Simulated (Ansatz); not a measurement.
**SiNi under changes of volume**

One of the cells (11.288 Å³/atom); the others are scaled copies at fixed shape and fractional positions:

```
Ni Si
1.0
     2.94277    0.00000    0.00000
     0.00000    3.28033    0.00000
     0.00000    0.00000    4.67745
Ni Si
2 2
Direct
  0.50000 0.50000 0.34250
  0.00000 0.00000 0.65750
  0.50000 0.50000 0.84314
  0.00000 0.00000 0.15686
```

The cell is a database's computed one.

```yaml
Program: Ansatz 0.2.0
Functional: RPBE
Potentials_or_basis: Ansatz PAW
Cutoff: "420 eV (not typed: the program's choice for these potentials)"
k_mesh: 9 × 8 × 6
Occupations: fermi-dirac, width 0.05 eV
Spin: collinear spin, ferromagnetic start
Starting_moments: "[1.0, 1.0, 0.0, 0.0] μB"
```

| volume (Å³/atom) | energy over the lowest point (meV/atom) | pressure (GPa) | largest force (eV/Å) |
| --- | --- | --- | --- |
| 10.611 | ? | ? | ? |
| 10.837 | 62.76 | 20.4 | 0.202 |
| 11.062 | 37.69 | 15.2 | 0.155 |
| 11.288 | 19.55 | 10.6 | 0.114 |
| 11.514 | 7.63 | 6.4 | 0.075 |
| 11.740 | 1.31 | 2.7 | 0.038 |
| 11.965 | 0.00 | -0.7 | 0.084 |

Q: What does the run at 10.611 Å³/atom give?

A: Energy over the lowest point 95.52 meV/atom; pressure 26.2 GPa; largest force 0.271 eV/Å.

Worked out: A Birch-Murnaghan fit of order 3 (a polynomial in V^(-2/3)) to the other rows has its minimum at 11.92 Å³/atom with B0 = V·E''(V) = 171 GPa and B' = 4.9 at fixed shape and positions, which overstates the stiffness. It gives 95.76 meV/atom at 10.611 Å³/atom, against the run's 95.52, and -dE/dV = 26.4 GPa, against 26.2.

Energies are extrapolated to zero smearing.

Caveats: the PAW data sets come from PBE, with cores solved anew for the run's functional, which leaves a small shift of forces and pressure; the starting moments weren't kept.
